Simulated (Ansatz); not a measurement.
# ZrC: LAPW beside PAW, part 2 of 2

The same cell of ZrC is computed with all-electron LAPW, PAW on the default files and all-electron PAW on datasets made for the crystal, to set the results side by side.

Ansatz 0.2.0; DFT PBE; a database cell (COD). «Crystal datasets» are all-electron PAW datasets made for this crystal. Earlier steps stand in the parts before.

## Step 4: All-electron PAW on datasets made for the crystal

Contents of input.yaml:

```yaml
crystal:
  lattice:
    - [0.0, 2.35021, 2.35021]
    - [2.35021, 0.0, 2.35021]
    - [2.35021, 2.35021, 0.0]
  atoms:
    - { symbol: Zr, position: [0.5, 0.5, 0.5] }
    - { symbol: C, position: [0.0, 0.0, 0.0] }
kpoints:
  mp_grid: { grid: [15, 15, 15] }
  band_path:
    path:
      - [0.0, 0.0, 0.0]
      - [0.5, 0.0, 0.5]
      - [0.625, 0.25, 0.625]
      - [0.375, 0.375, 0.75]
      - [0.0, 0.0, 0.0]
      - [0.5, 0.5, 0.5]
      - [0.5, 0.25, 0.75]
      - [0.5, 0.0, 0.5]
    npoints: 8
scf:
  occupations: { method: fermi_dirac, width: 0.05 }
hamiltonian:
  xc: pbe
  pseudopotentials: { kind: all_electron, datasets: crystal }
output:
  forces: true
  stress: true
  eigenvalues: true
  efg: { contact_densities: true }
```

Run with:

```console
$ ansatz run input.yaml --threads 1 --pin off --max-ram 3072MiB --backend cpu --events-out ev --progress --plain --runs-dir out
```

The log of the run:

```text
hamiltonian.pseudopotentials.datasets: crystal makes datasets for this crystal and solves the spheres of its atoms anew in each pass: cutoff 280.0 eV, the density's 1120.0 eV; for an error of 0.50 meV an atom under PBE, 1.0 meV for the cell; an energy difference from a run of another recipe may be off by several times the error for the cell, under r2SCAN by more, where some 0.1 meV an atom stays at smaller errors; C in spheres of 1.048 Å, 4 of its electrons in bands; Zr in spheres of 1.302 Å, 12 of its electrons in bands
Zr: output.efg is read without spin–orbit coupling, which moves field gradients at and beside such atoms by some per cent and up to a factor of two; PAW files take it under magnetization.noncollinear and magnetization.spin_orbit
Engine: ansatz 0.2.0
Pseudopotentials: kind: all_electron
Pseudopotential: Zr, paw, valence charge 12, recommended cutoff 280 eV (normal), Koelling and Harmon's equation, gaussian nucleus
Pseudopotential: C, paw, valence charge 4, recommended cutoff 280 eV (normal), Koelling and Harmon's equation, gaussian nucleus
Functional definition: PBE
  parameter kappa = 0.804
  parameter beta = 0.06672455060314922
  exchange = pbe_x(kappa = kappa, mu = beta*pi^2/3)
  correlation = pbe_c(beta = beta)
Crystal: 2 atoms, lattice volume = 25.963 Å³
Basis set: ecut = 280 eV, 283 PW (Γ), exchange–correlation on 40×40×40 points (8 copies of the dense FFT grid, shifted against one another)
Bands: 12, of which v1, the nominal top of the filled ones, is band 8 counted from 1 (7 counted from 0)
Symmetry: 48 space group operations
Space group: Fm-3m (ITA 225), of the structure as read, at distance tolerance 3.0e-5 Å
k-points: 120 of 3375
Non-local potential: Zr, projectors of the file, l = 0: 2, l = 1: 2, l = 2: 2
Non-local potential: C, projectors of the file, l = 0: 1, l = 1: 2
PAW form: soft (Blöchl's): semilocal exchange-correlation on the pseudo side does not see the compensation charge
PAW one-centre angular grid: Zr, 590 points (default); XC on its mesh's 1873 points in the sphere
PAW one-centre angular grid: C, 110 points (default); XC on its mesh's 1985 points in the sphere
Initial density: superposition of atomic densities (neutral atoms: chi_scale 0, normalization atom)
Initial wavefunctions: pseudopotential atomic-orbital guess
Functional: x = pbe(κ = 0.804, μ = 0.2195149727645171), c = pbe(β = 0.06672455060314922)
iter 1 solved again at ethr=5.45e-2 eV; its pass at ethr=1.00e-1 eV (dr2=8.72e0 eV) is discarded
SCF iter   1: F=—  HF=-98967.419969 eV  |F-HF|=—  |Δ(HF+E_count)|=         —  Δρ=1.50e-1  dr2=8.65e0  ethr=5.45e-2  ⟨swp⟩=2.0  Hψ=7438  notcnv=0
preconditioner: auto → none  [metal: Δε(μ)=0.090 eV  Ē_g=18.305 eV  σ=0.050 eV  W_gap=0.37  n_scr=8 (ndim 8)  ℏωp=27.3 eV  f_vac=0.000  D(μ)=0.08/eV (n_scr^D=0)  sad-step TF]
iter 2 solved again at ethr=3.71e-3 eV; its pass at ethr=5.41e-2 eV (dr2=5.94e-1 eV) is discarded
SCF iter   2: F=—  HF=-98965.781233 eV  |F-HF|=—  |Δ(HF+E_count)|=    1.64e0  Δρ=3.82e-2  dr2=5.36e-1  ethr=3.71e-3  ⟨swp⟩=2.9  Hψ=6149  notcnv=0  defer=3
eigensolver tolerance schedule: the retry pair's looser diagonalisation over-reported the residual by 0.11 of it (diagonalisation noise at 0.12 of the residual, at the tolerance the schedule requests for it); recorded, not acted on — ethr = c·dr2/N_el stays at c = 1.0e-1
SCF iter   3: F=—  HF=-98965.692981 eV  |F-HF|=—  |Δ(HF+E_count)|=   8.83e-2  Δρ=2.33e-2  dr2=1.13e-1  ethr=3.35e-3  ⟨swp⟩=3.2  Hψ=3821  notcnv=0  defer=1
SCF iter   4: F=—  HF=-98965.695566 eV  |F-HF|=—  |Δ(HF+E_count)|=   2.59e-3  Δρ=7.26e-3  dr2=1.01e-2  ethr=7.04e-4  ⟨swp⟩=3.0  Hψ=3292  notcnv=0  defer=1
SCF iter   5: F=—  HF=-98965.693670 eV  |F-HF|=—  |Δ(HF+E_count)|=   1.90e-3  Δρ=2.35e-3  dr2=1.70e-3  ethr=6.33e-5  ⟨swp⟩=3.0  Hψ=3933  notcnv=0  defer=1
SCF iter   6: F=—  HF=-98965.694412 eV  |F-HF|=—  |Δ(HF+E_count)|=   7.42e-4  Δρ=4.52e-4  dr2=2.20e-5  ethr=1.06e-5  ⟨swp⟩=3.0  Hψ=3501  notcnv=0  defer=1
SCF iter   7: F=—  HF=-98965.694417 eV  |F-HF|=—  |Δ(HF+E_count)|=   5.71e-6  Δρ=8.38e-5  dr2=7.99e-7  ethr=1.38e-7  ⟨swp⟩=3.1  Hψ=3188  notcnv=0
SCF iter   8: F=-98965.694418 eV  HF=-98965.694418 eV  |F-HF|=2.85e-9  |Δ(HF+E_count)|=   6.40e-7  Δρ=9.05e-6  dr2=6.91e-9  ethr=5.00e-9  ⟨swp⟩=3.2  Hψ=2737  notcnv=0
SCF 1 converged in 8 iterations: F = -98965.694411 eV  dr2 = 6.91e-9
  Residual-converged pass: ⟨swp⟩=4.3  Hψ=3833  notcnv=0  max |occ|·‖R‖ = 5.2e-6 eV (tolerance 5.3e-6 eV)  dr2=6.94e-9  dr2_onsite=5.38e-9  max |Δocc| = 2.7e-9
NSCF: frozen V_eff on 57 k-points
SCF converged after 8 iterations
Free energy (F): -98965.694411 eV
Harris-Foulkes:  -98965.694411 eV  (|F-HF|=2.85e-9)
Internal energy: -98965.691865 eV  (E = F + TS)
E sigma→0 (E₀):  -98965.693138 eV
Entropy (-TS):   -0.002546 eV (-1.273 meV/atom)
Past the cutoff: the bands carry plane waves up to 1.75 times it, of which those up to 1.5 times it add -0.000374 eV an atom, each by itself; the spheres take 0.000159 eV an atom off the energy for waves past 1.75 times it
By the cutoff:   a pressure is off by up to 0.006 GPa (1.2 times the spheres' own share and the shells' term, over an atom's volume, and 0.004 GPa: a bound that held against runs at twice the plane waves)
Past the cutoffs: a stress includes 0.0015 GPa for waves and charges beyond them, in addition to the slope of what the spheres take
In the spheres:  the bands' charges fall short by 6.2e-7 e at most (sound up to 1e-3)
Fermi energy:    16.508033 eV
--- Per-component energies (eV) ---
  The terms above E_closure are by the made datasets' own strengths, without shells solved beside the bands.
--- Forces (eV/Å), atoms counted from 1 ---
  atom   1  Zr     0.00000000     0.00000000    -0.00000000
  atom   2  C     -0.00000000     0.00000000     0.00000000
  max |Σ_I F_I| component: 1.91e-29 eV/Å
--- Stress (GPa, compression-positive) ---
        1.236103       0.000000       0.000000
        0.000000       1.236103       0.000000
        0.000000       0.000000       1.236103
  P = ⅓ Tr σ = 1.2361 GPa (12.361 kbar)
--- PAW observables at the nuclei: V_zz in 10²¹ V/m², potentials from the cell's mean, atoms counted from 1 ---
  atom   1  Zr V_zz =    +0.000000   η = 0.0000   by run symmetry: forbidden
            electrostatic potential = -5929.861271 V   contact ρ = 490586.723634 e/Å³
  atom   2  C  V_zz =    +0.000000   η = 0.0000   by run symmetry: forbidden
            electrostatic potential = -423.653520 V   contact ρ = 869.925978 e/Å³
--- Band table (eV; the first three rows and the last of 120) ---
  k-point 0: bands = ["-31.5799", "-9.2935", "-9.2935", "-9.2935", "5.2093", "17.4515", "17.4515", "17.4515", "17.6117", "17.6117"]
  k-point 1: bands = ["-31.5756", "-9.3334", "-9.2970", "-9.2970", "5.3107", "16.6501", "16.8586", "16.8586", "17.8411", "17.8411"]
  k-point 2: bands = ["-31.5633", "-9.4444", "-9.3067", "-9.3067", "5.6033", "15.6271", "16.0263", "16.0263", "18.1615", "18.1615"]
  k-point 119: bands = ["-31.4453", "-9.8245", "-9.7941", "-9.5858", "7.0784", "13.7272", "14.1795", "14.2825", "19.4990", "20.0859"]
```

It took 10 s on 1 thread of Intel Xeon Platinum 8488C (Sapphire Rapids), shared host; peak memory 0.48 GiB.

In short: pressure 1.24 GPa; no gap.

```csv
atom,contact density (e/Å³)
Zr1,490586.7
C2,869.926
```

## Step 5: Comparison

| method | pressure (GPa) | SCF cycles, all passes |
| --- | --- | --- |
| LAPW | 1.23 | 10 |
| PAW | 1.17 | 6 |
| crystal datasets | 1.24 | 8 |

## Step 6: Outcome

The summary covers parts 1 to 2.

| quantity | value |
| --- | --- |
| pressure | LAPW 1.23, PAW 1.17, crystal datasets 1.24 GPa |
| gap (LAPW) | none |
| Bader charges (PAW) | Zr1 +1.89, C2 -1.89 e |
| highest ELF (PAW) | 0.80, 0.81 Å from C |

**Reading.** At this geometry the cell is under compression of 1.2 GPa, so it would expand if let go. Bands cross the Fermi level: the crystal is a metal at this level. C 2p carries the largest share, 65 %, of the projected states within 0.3 eV of the Fermi level. The projection holds only the free atom's occupied shells (Zr 5s, Zr 4p, Zr 4d, C 2s, C 2p in this range). In pressure, PAW differs from LAPW by -0.06 GPa. LAPW took about 1.8 times as long as PAW (24 s against 14 s, on a shared host and with the outputs that each input asks for).
